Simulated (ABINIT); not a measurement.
# GaN (F-43m) in ABINIT: single point with HSE03(Libxc)

Aim: the single point of GaN with HSE03(Libxc).

All numbers are computed with ABINIT 10.8.3 (patched build); they aren't measurements. Logs are shortened: lines on timing, memory, paths and dates and some standing lists are left out, and cuts for length are marked. The log counts tension as positive stress, the text compression.

**Measured values to compare with.**

From a printed reference work, textbook, for a bulk crystal of GaN at 0 K: band gap 3.299 eV (direct).

How close the calculation comes is told below.

**1. The crystal as given**

The structure is cubic, space group F-43m (No. 216). The conventional cell has a = 4.507 Å, b = 4.507 Å, c = 4.507 Å, α = 90.00°, β = 90.00°, γ = 90.00°. Around Ga (site symmetry -43m) lie 4 N at 1.95 Å. N (site symmetry -43m) is surrounded by 4 Ga at 1.95 Å.

The cell is a database's computed one.

**2. Single point, HSE03(Libxc)**

run.abi

```
# Pseudopotentials
pp_dirpath "./"
pseudos "31_Ga_13_1.9_2.4_pbe_n_v1.0.psp8, 07_N_5_1.2_1.4_pbe_n_v1.0.psp8"

# Structure
acell 3*1.0
rprim
     0.0000000000     4.2584989699     4.2584989699
     4.2584989699     0.0000000000     4.2584989699
     4.2584989699     4.2584989699     0.0000000000
ntypat 2
znucl 31 7
natom 2
typat 1 2
xred
     0.0000000000     0.0000000000     0.0000000000
     0.2500000000     0.2500000000     0.2500000000

# Plane-wave basis
ecut 952.398519 eV

# k points
kptopt 1
ngkpt 8 8 8
nshiftk 1
shiftk 0.0 0.0 0.0

# Exchange and correlation
ixc -427
fockdownsampling 2 2 2

# Bands and occupations
nband 13
occopt 3
tsmear 0.05 eV

# SCF cycle
nstep 60
toldfe 1.0e-7

# Output
iomode 3
prtwf 0
prtden 0
prteig 0
prtebands 0
enunit 1
```

Potentials or basis: SPMS NC PBE v1.0.

Command:

```bash
$ mpirun --bind-to none -np 4 abinit run.abi > log 2>&1
```

run.abo:

```text
.Version 10.8.3 of ABINIT
 Symmetries : space group F-4 3 m (#216); Bravais cF (face-center cubic)
================================================================================
 Values of the parameters that define the memory need of the present run
     intxc =       0    ionmov =       0      iscf =       7    lmnmax =       6
     lnmax =       6     mgfft =      36  mpssoang =       3    mqgrid =    3001
     natom =       2  nloc_mem =       1    nspden =       1   nspinor =       1
    nsppol =       1      nsym =      24    n1xccc =    2501    ntypat =       2
    occopt =       3   xclevel =       2
       mpw =        1542          nfft =       46656          nkpt =          29
================================================================================
================================================================================

--------------------------------------------------------------------------------
------------- Echo of variables that govern the present computation ------------
--------------------------------------------------------------------------------
 -outvars: echo values of preprocessed input variables --------
            acell      1.0000000000E+00  1.0000000000E+00  1.0000000000E+00 Bohr
              amu      6.97230000E+01  1.40067400E+01
             ecut      3.50000000E+01 Hartree
           enunit           1
 fockdownsampling           2       2       2
              ixc        -427
                       outvar_i_n : Printing only first  50 k-points.
         kptrlatt        8    0    0      0    8    0      0    0    8
          kptrlen      4.81794160E+01
            natom           2
            nband          13
          nbandhf          13
            ngfft          36      36      36
             nkpt          29
           nkpthf          64
            nstep          60
             nsym          24
           ntypat           2
           occopt           3
        optforces           0
        optstress           0
           prtden           0
        prtebands           0
           prteig           0
            prtwf           0
            rprim      0.0000000000E+00  4.2584989699E+00  4.2584989699E+00
                       4.2584989699E+00  0.0000000000E+00  4.2584989699E+00
                       4.2584989699E+00  4.2584989699E+00  0.0000000000E+00
          spgroup         216
           toldfe      1.00000000E-07 Hartree
           tsmear      1.83746611E-03 Hartree
            typat      1  2
          usefock           1
           xangst      0.0000000000E+00  0.0000000000E+00  0.0000000000E+00
                       1.1267503030E+00  1.1267503030E+00  1.1267503030E+00
            xcart      0.0000000000E+00  0.0000000000E+00  0.0000000000E+00
                       2.1292494849E+00  2.1292494849E+00  2.1292494849E+00
             xred      0.0000000000E+00  0.0000000000E+00  0.0000000000E+00
                       2.5000000000E-01  2.5000000000E-01  2.5000000000E-01
            znucl       31.00000    7.00000

================================================================================

 chkinp: Checking input parameters for consistency.

================================================================================
== DATASET  1 ==================================================================

--- !DatasetInfo
iteration_state: {dtset: 1, }
dimensions: {natom: 2, nkpt: 29, mband: 13, nsppol: 1, nspinor: 1, nspden: 1, mpw: 1542, }
cutoff_energies: {ecut:  35.0, pawecutdg:  -1.0, }
electrons: {nelect:   1.80000000E+01, charge:   0.00000000E+00, occopt:   3.00000000E+00, tsmear:   1.83746611E-03, }
meta: {optdriver: 0, ionmov: 0, optcell: 0, iscf: 7, paral_kgb: 0, }
...

 Real(R)+Recip(G) space primitive vectors, cartesian coordinates (Bohr,Bohr^-1):
 R(1)=  0.0000000  4.2584990  4.2584990  G(1)= -0.1174123  0.1174123  0.1174123
 R(2)=  4.2584990  0.0000000  4.2584990  G(2)=  0.1174123 -0.1174123  0.1174123
 R(3)=  4.2584990  4.2584990  0.0000000  G(3)=  0.1174123  0.1174123 -0.1174123
 Unit cell volume ucvol=  1.5445417E+02 bohr^3
 Angles (23,13,12)=  6.00000000E+01  6.00000000E+01  6.00000000E+01 degrees

 getcut: wavevector=  0.0000  0.0000  0.0000  ngfft=  36  36  36
         ecut(hartree)=     35.000   => boxcut(ratio)=   2.24456

 getcut : COMMENT -
  Note that boxcut > 2.2 ; recall that boxcut=Gcut(box)/Gcut(sphere) = 2
  is sufficient for exact treatment of convolution.
  Such a large boxcut is a waste : you could raise ecut
  e.g. ecut=   44.083054 Hartrees makes boxcut=2

--- Pseudopotential description ------------------------------------------------
- pspini: atom type   1  psp file is ./31_Ga_13_1.9_2.4_pbe_n_v1.0.psp8
    8   11    2    4       600   0.00000      pspcod,pspxc,lmax,lloc,mmax,r2well
    5.99000000000000    5.00000000000000    0.00000000000000   rchrg,fchrg,qchrg
     nproj     2     2     2
     extension_switch     1

- pspini: atom type   2  psp file is ./07_N_5_1.2_1.4_pbe_n_v1.0.psp8
    8   11    1    4       600   0.00000      pspcod,pspxc,lmax,lloc,mmax,r2well
    5.99000000000000    4.00000000000000    0.00000000000000   rchrg,fchrg,qchrg
     nproj     2     2
     extension_switch     1

   6.67633770E+02                                ecore*ucvol(ha*bohr**3)
--------------------------------------------------------------------------------

================================================================================

--- !BeginCycle
iteration_state: {dtset: 1, }
solver: {iscf: 7, nstep: 60, nline: 4, wfoptalg: 0, }
tolerances: {toldfe: 1.00E-07, }
...

     iter   Etot(hartree)      deltaE(h)  residm     vres2
 ETOT  1  -81.296528063685    -8.130E+01 3.656E-01 4.312E+02
 ETOT  2  -83.973170393301    -2.677E+00 1.287E-02 1.427E+02
 ETOT  3  -84.002227452876    -2.906E-02 4.997E-03 1.435E+01
 ETOT  4  -84.004698468910    -2.471E-03 3.447E-03 4.090E-01
 ETOT  5  -84.004960337439    -2.619E-04 4.625E-04 2.362E-02
 ETOT  6  -84.004974804988    -1.447E-05 4.116E-04 1.442E-02
 ETOT  7  -84.004971552044     3.253E-06 3.248E-04 3.523E-04
 ETOT  8  -84.004974519856    -2.968E-06 3.442E-04 3.087E-05
 ETOT  9  -84.004975182425    -6.626E-07 3.615E-04 2.079E-05
 ETOT 10  -84.004975203145    -2.072E-08 2.545E-04 7.160E-06
 ETOT 11  -84.004974932523     2.706E-07 2.860E-04 1.355E-06
 ETOT 12  -84.004974979228    -4.671E-08 1.548E-04 1.058E-06
 ETOT 13  -84.004974996152    -1.692E-08 1.920E-04 5.663E-07

 At SCF step   13, etot is converged :
  for the second time, diff in etot=  1.692E-08 < toldfe=  1.000E-07

--- !ResultsGS
iteration_state: {dtset: 1, }
comment   : Summary of ground state results
lattice_vectors:
- [  0.0000000,   4.2584990,   4.2584990, ]
- [  4.2584990,   0.0000000,   4.2584990, ]
- [  4.2584990,   4.2584990,   0.0000000, ]
lattice_lengths: [   6.02243,    6.02243,    6.02243, ]
lattice_angles: [ 60.000,  60.000,  60.000, ] # degrees, (23, 13, 12)
lattice_volume:   1.5445417E+02
convergence: {deltae: -1.692E-08, res2:  5.663E-07, residm:  1.920E-04, diffor:  0.000E+00, }
etotal    :  -8.40049750E+01
entropy   :   0.00000000E+00
fermie    :   1.71176255E-01
cartesian_stress_tensor: null
pressure_GPa: null
xred      :
- [  0.0000E+00,   0.0000E+00,   0.0000E+00, Ga]
- [  2.5000E-01,   2.5000E-01,   2.5000E-01,  N]
cartesian_forces: null
force_length_stats: {min: null, max: null, mean: null, }
...

 Integrated electronic density in atomic spheres:
 ------------------------------------------------
 Atom  Sphere_radius  Integrated_density
    1        2.00000         10.87687992
    2        2.00000          5.24734552
================================================================================

 ----iterations are completed or convergence reached----

 Mean square residual over all n,k,spin=   72.224E-08; max=  19.196E-05
 reduced coordinates (array xred) for    2 atoms
       0.000000000000      0.000000000000      0.000000000000
       0.250000000000      0.250000000000      0.250000000000

 cartesian coordinates (angstrom) at end:
    1      0.00000000000000     0.00000000000000     0.00000000000000
    2      1.12675030299809     1.12675030299809     1.12675030299809
 length scales=  1.000000000000  1.000000000000  1.000000000000 bohr
              =  0.529177210544  0.529177210544  0.529177210544 angstroms
 Fermi (or HOMO) energy (eV) =   4.65794   Average Vxc (eV)=  -9.92828
 Eigenvalues (   eV  ) for nkpt=  29  k points:
 kpt#   1, nband= 13, wtk=  0.00195, kpt=  0.0000  0.0000  0.0000 (reduced coord)
 -14.29858  -10.94452  -10.94452  -10.94452  -10.55704  -10.55704    3.29402    3.29402
   3.29402    6.18469   14.83515   14.83515   14.83515
 prteigrs : prtvol=0 or 1, do not print more k-points.

--- !EnergyTerms
iteration_state     : {dtset: 1, }
comment             : Components of total free energy in Hartree
kinetic             :  6.41379371340061E+01
hartree             :  1.99916435931998E+01
xc                  : -2.05555755095626E+01
Ewald energy        : -5.83371585566602E+01
psp_core            :  4.32253641364579E+00
local_psp           : -5.12683132634924E+01
non_local_psp+x     : -4.22960448072887E+01
internal            : -8.40049749961521E+01
'-kT*entropy'       :  6.06116477153557E-16
total_energy        : -8.40049749961521E+01
...

--- !EnergyTermsDC
iteration_state     : {dtset: 1, }
comment             : '"Double-counting" decomposition of free energy'
band_energy         : -4.85526343055061E+00
Ewald energy        : -5.83371585566602E+01
psp_core            :  4.32253641364579E+00
xc_dc               : -2.51351049032958E+01
internal            : -8.40049904768608E+01
'-kT*entropy'       :  6.06116477153557E-16
total_energy_dc     : -8.40049904768608E+01
...

== END DATASET(S) ==============================================================
================================================================================

 -outvars: echo values of variables after computation  --------
            acell      1.0000000000E+00  1.0000000000E+00  1.0000000000E+00 Bohr
           etotal     -8.4004974996E+01
            fcart      9.9999999999E+99  9.9999999999E+99  9.9999999999E+99
                       9.9999999999E+99  9.9999999999E+99  9.9999999999E+99
            rprim      0.0000000000E+00  4.2584989699E+00  4.2584989699E+00
                       4.2584989699E+00  0.0000000000E+00  4.2584989699E+00
                       4.2584989699E+00  4.2584989699E+00  0.0000000000E+00
           strten      9.9999999999E+99  9.9999999999E+99  9.9999999999E+99
                       9.9999999999E+99  9.9999999999E+99  9.9999999999E+99
           xangst      0.0000000000E+00  0.0000000000E+00  0.0000000000E+00
                       1.1267503030E+00  1.1267503030E+00  1.1267503030E+00
             xred      0.0000000000E+00  0.0000000000E+00  0.0000000000E+00
                       2.5000000000E-01  2.5000000000E-01  2.5000000000E-01
 Calculation completed.
```

Wall time 21 min (4 MPI ranks of Arm Neoverse V1, shared host); peak memory 0.36 GiB.

Results:

* Free energy: -2285.8918 eV
* Band gap on the k mesh: 2.89 eV, direct
* Valence electrons inside the program's atomic spheres: Ga 10.88; N 5.25

Caveat: Libxc's HSE differs a little from that of other programs; the potentials were made for another functional, which shifts forces and pressure.

**3. Comparison with measurements**

Step 2. A measured gap of GaN is 3.299 eV (direct; 0 K; a printed reference work, textbook); the calculated 2.89 eV misses it by -0.41 eV. Spin-orbit coupling on Ga is left out. The value is that of HSE03(Libxc), without temperature or zero-point motion. The cell is a database's relaxed one, not the measured one, which moves gaps too.
